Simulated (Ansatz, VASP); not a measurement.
# Si: VASP beside Ansatz

```
Si
1.0
     2.66096    0.00000    0.00000
    -1.33048    2.30446    0.00000
     0.00000    0.00000    2.44878
Si
1
Direct
  0.00000 0.00000 0.50000
```

Alike in both runs: functional PBE; k mesh 9 × 9 × 6; occupations gaussian, width 0.1 eV; no spin polarisation.

Ansatz relaxed the structure, and its values are those at the end. VASP's run is a single point on that final structure, the one shown.

```csv
,VASP,Ansatz
version,VASP 6.6.1,Ansatz 0.2.0
potentials or method,"VASP PAW PBE potentials, release 64 (Si)","scalar-relativistic, plane waves, PAW"
plane-wave cutoff (eV),520,420
valence electrons in the cell,4,4
```

```tsv
	VASP	Ansatz	Ansatz less VASP
gap on the k mesh at the Fermi level (eV)	none	none	-
pressure (GPa)	0.0	0.0	+0.05
```

A gap of «none» marks a metal or a gap that the smearing closes. The functional is the same, so the differences come from potentials, cutoffs and numerics.

Caveats: the k mesh is coarse (spacing up to 0.43 Å⁻¹), so the values aren't converged.
